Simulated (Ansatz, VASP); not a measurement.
## Li, level by level in two programs

```
Li
1.0
    -1.77774    1.77774    1.77774
     1.77774   -1.77774    1.77774
     1.77774    1.77774   -1.77774
Li
1
Direct
  0.00000 0.00000 0.00000
```

Single points on this cell with VASP 6.6.1 and Ansatz 0.2.0. Each row is one pair of runs. Alike in all rows: spin: off; k mesh: 11 × 11 × 11; smearing: fermi-dirac, width 0.05 eV.

| level | VASP's potentials, cutoff | Ansatz's potentials, cutoff | gap on the k mesh at the Fermi level (eV), VASP | gap on the k mesh at the Fermi level (eV), Ansatz |
| --- | --- | --- | --- | --- |
| LDA | VASP PAW LDA potentials, release 64 (Li_sv), 520 eV | Ansatz PAW, 420 eV | none | none |
| PBEsol+D3(BJ) | VASP PAW PBE potentials, release 64 (Li_sv), 520 eV | Ansatz PAW, 420 eV | none | none |
| revPBE+D3(BJ) | VASP PAW PBE potentials, release 64 (Li_sv), 520 eV | Ansatz PAW, 420 eV | none | none |
| r2SCAN | VASP PAW PBE potentials, release 64 (Li_sv), 520 eV | Ansatz PAW, 500 eV | none | none |

A gap of «none» marks a metal or a gap that the smearing closes.
